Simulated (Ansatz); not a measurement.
Level of theory: DFT PBE, scalar-relativistic, plane waves, PAW in Ansatz 0.2.0. Settings: cutoff 420 eV, Γ-centred meshes spaced at most about 0.3 Å⁻¹, and about 0.25 Å⁻¹ or finer for metals (2π included), Gaussian smearing. No spin polarisation.

These are static total energies at zero pressure.

Compare these two cells of Al₄Cu, each relaxed at this level.

A.

```xyz
5
Lattice="-3.1109 3.1109 1.9941 3.1109 -3.1109 1.9941 3.1109 3.1109 -1.9941" Properties=species:S:1:pos:R:3 pbc="T T T"
Al    1.8561    0.6589    0.0000
Al    1.2548    2.4519    1.9941
Al    0.6589    4.3657    0.0000
Al    2.4519   -1.2548    1.9941
Cu    0.0000    0.0000    1.9941
```

B.

```xyz
5
Lattice="-1.3679 2.9780 5.2698 1.3679 -2.9780 5.2698 1.3679 2.9780 -5.2698" Properties=species:S:1:pos:R:3 pbc="T T T"
Al    0.0000    1.3333    3.8393
Al    1.3679    1.6446   -1.4305
Al    0.0000    1.3333    6.7003
Al    1.3679    1.6446    1.4305
Cu    0.0000    0.0000    0.0000
```

Problem. Which is lower in energy, and by how much?

Solution. A is lower, by 60 meV/atom. A has Al and Cu ordered on fcc sites, space group I4/m (No. 87), 15.4 Å³/atom and no gap on its mesh; B has space group Immm (No. 71), 17.2 Å³/atom and no gap. Counting all near atoms (those within 1.25 times the shortest distance at each site), A has Al 12, Cu 12 and B has Al 8, Cu 10. The denser one is the lower, and pressure would at first widen the difference. In A, Al is surrounded by 9 Al at 2.75–2.83 Å and 3 Cu at 2.75–2.80 Å; Cu has 12 Al at 2.75–2.80 Å. In B, around Al lie 2 Cu at 2.57 Å, 6 Al at 2.67–2.86 Å and 1 Al at 3.29 Å; around Cu lie 8 Al at 2.57 Å and 2 Cu at 2.74 Å. Both come from invented guesses. The lowest form computed isn't among them: it has Al and Cu ordered on fcc sites, space group I4/mmm (No. 139), 15.3 Å³/atom and lies 36 meV/atom below the best shown. Checks on A: no imaginary mode at Γ (other wave vectors untested).

Cells relaxed within their symmetry can be saddle points. Some types were kept out of the candidates beforehand, so the set may lack a known form.
